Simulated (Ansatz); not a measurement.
# B₃N₂: from a trial structure to a relaxed crystal

Theory: Ansatz, DFT PBE, scalar-relativistic, plane waves, PAW. Cutoff 420 eV, Γ-centred k mesh, Gaussian smearing, no spin polarisation in the final step.

B₃N₂ was placed on the anti-A-type sesquioxide structure type (P-3m1, No. 164), with N in place of La, B in place of O, at a guessed volume.

```
B N
1.0
     2.89765    0.00000    0.00000
    -1.44883    2.50944    0.00000
     0.00000    0.00000    4.50828
B N
3 2
Direct
  0.00000 0.00000 0.00000
  0.33333 0.66667 0.64500
  0.66667 0.33333 0.35500
  0.33333 0.66667 0.24500
  0.66667 0.33333 0.75500
```

Cell and atoms relax at zero pressure; the relaxation can't lower the symmetry of the start. After a coarse first stage the cell is made exact in the group found at 0.06 Å.

The zero of energy is the elements' standard structures at the same level (N₂ as a molecule); no fitted shifts are applied.

Q: Describe the relaxed structure.

A: It keeps P-3m1 (No. 164), but not the shape of the type it started on. Conventional cell: a = 2.473 Å, c = 12.426 Å. Around B on Wyckoff site a (1 atom of the primitive cell) lie 6 B at 2.47 Å; B on Wyckoff site d (2 atoms of the primitive cell) is coordinated by 3 N at 1.43 Å; N is coordinated by 3 B at 1.43 Å.

```cif
data_structure
_symmetry_space_group_name_H-M 'P-3m1'
_symmetry_Int_Tables_number 164
_cell_length_a 2.4732
_cell_length_b 2.4732
_cell_length_c 12.4260
_cell_angle_alpha 90.000
_cell_angle_beta 90.000
_cell_angle_gamma 120.000
_cell_volume 65.82
loop_
_atom_site_label
_atom_site_type_symbol
_atom_site_symmetry_multiplicity
_atom_site_Wyckoff_symbol
_atom_site_fract_x
_atom_site_fract_y
_atom_site_fract_z
_atom_site_occupancy
B1 B 1 a 0.00000 0.00000 0.00000 1
B2 B 2 d 0.33333 0.66667 0.66769 1
N1 N 2 d 0.33333 0.66667 0.33236 1
```

Q: What are its volume, energy, density and gap?

A: The volume per atom is 13.2 Å³ and the density is 1.5 g/cm³. The energy over the elements is -0.30 eV/atom and the gap on the 18×18×4 mesh is 0 eV (a metal).

The final run used a 18×18×4 mesh on its 5-atom cell and 0.10 eV smearing. The k mesh leaves about 4 meV/atom of noise in metals. Weakly bound directions are ill-defined at this level, which has no dispersion term. A later test with randomly moved atoms came back to it.

Cost: 6 runs of about 5.7 core-minutes in all, on Arm Neoverse V1 (shared hosts).